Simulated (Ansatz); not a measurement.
**KCl: the cell at several levels of theory**

How does the equilibrium cell of KCl in the wurtzite structure depend on the functional? It is relaxed with PBE, r2SCAN, PBEsol, LDA and HSE06. This is a trial cell built on a prototype, not taken from a measured structure, and it needn't be the compound's ground state.

Program: Ansatz 0.2.0. PAW datasets, plane waves, zero pressure. (Calculated; spin-unpolarised; the phase may be known or hypothetical.)

## Step 1: The cell

The symmetry is P6_3mc (No. 186, hexagonal); a = 4.637 Å, c = 7.572 Å in the conventional setting, 35.24 Å³ an atom. K has 4 Cl at 2.84 Å; Cl has 4 K at 2.84 Å.

The structure in full:

```
CELL_PARAMETERS angstrom
4.63672 0.00000 0.00000
-2.31836 4.01552 0.00000
0.00000 0.00000 7.57177
ATOMIC_POSITIONS crystal
K 0.33333 0.66667 0.00000
K 0.66667 0.33333 0.50000
Cl 0.33333 0.66667 0.37500
Cl 0.66667 0.33333 0.87500
```

## Step 2: Relaxing with PBE

input.yaml

```yaml
crystal:
  lattice:
    - [4.6367207838, 0.0, 0.0]
    - [-2.3183603919, 4.015517989, 0.0]
    - [0.0, 0.0, 7.5717650399]
  atoms:
    - { symbol: K, position: [0.3333333333, 0.6666666667, 0.0] }
    - { symbol: K, position: [0.6666666667, 0.3333333333, 0.5] }
    - { symbol: Cl, position: [0.3333333333, 0.6666666667, 0.375] }
    - { symbol: Cl, position: [0.6666666667, 0.3333333333, 0.875] }
kpoints:
  mp_grid: { grid: [6, 6, 4] }
hamiltonian:
  xc: pbe
scf:
  occupations: { method: fermi_dirac, width: 0.02 }
relax:
  f_tol: 0.005
  cell: {}
output:
  write_density: true
  write_potential: true
  elf: true
  volumetric_format: npy
```

On the command line:

```sh
$ ansatz run input.yaml --threads 2 --pin off --max-ram 2211MiB --backend cpu --events-out ev --progress --plain --runs-dir out
```

Further steps of the session: r2SCAN: cell and atoms; PBEsol: cell and atoms; Relaxing with LDA; Relaxing with HSE06.

Q: Predict the outcome of this session. Wanted: for each run, a; c; volume; space group; SCF geometries.

The runs gave:

```
 level  a (Å)  c (Å)  volume (Å³/atom)  space group  SCF geometries
   PBE  5.392  6.321            39.788     P6_3/mmc              15
r2SCAN  5.344  6.239            38.574     P6_3/mmc               4
PBEsol  5.300  6.188            37.630     P6_3/mmc               5
   LDA  5.164  6.027            34.797     P6_3/mmc               5
```

What this shows: The first relaxation changed the volume by +12.9 % from the start. The volume runs from LDA (least) to PBE (most), a spread of 14.3 %, or 4.6 % in length if all axes shared it alike. The cell started from the wurtzite prototype, but the relaxation took it to the higher symmetry P6_3/mmc (No. 194), so the name no longer describes it.
